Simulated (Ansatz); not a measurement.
Crystal: ZrS2.

```
Zr S
1.0
     3.69138    0.00000    0.00000
    -1.84569    3.19683    0.00000
     0.00000    0.00000    6.04108
Zr S
1 2
Direct
  0.00000 0.00000 0.00000
  0.33333 0.66667 0.23791
  0.66667 0.33333 0.76209
```

The cell is a database's computed one.

Base run:

| Item | Value |
| --- | --- |
| Program | Ansatz 0.2.0 |
| Functional | PBEsol |
| Potentials or basis | all-electron LAPW, non-relativistic |
| Cutoff | 201 eV (chosen from the basis error) |
| Basis error allowed | 0.002 eV/atom |
| k mesh | 8 × 8 × 5 |
| Occupations | fermi-dirac, width 0.05 eV |
| Spin | no spin polarisation |

Its results: band gap on the k mesh 0.91 eV, indirect (least direct gap 1.45 eV); pressure -2.2 GPa; largest force 0.110 eV/Å.

Question: The run is repeated on the same cell with these changes: potentials or basis from all-electron LAPW, non-relativistic to all-electron LAPW, scalar-relativistic. What comes out?

Answer: Band gap on the k mesh 0.98 eV, indirect (least direct gap 1.58 eV); pressure -2.5 GPa; largest force 0.150 eV/Å.

Caveats: this functional lacks dispersion, which binds the layers, so the pressure and a relaxed spacing across them are unreliable; relativity is left out, which matters for the heavier elements (some runs).
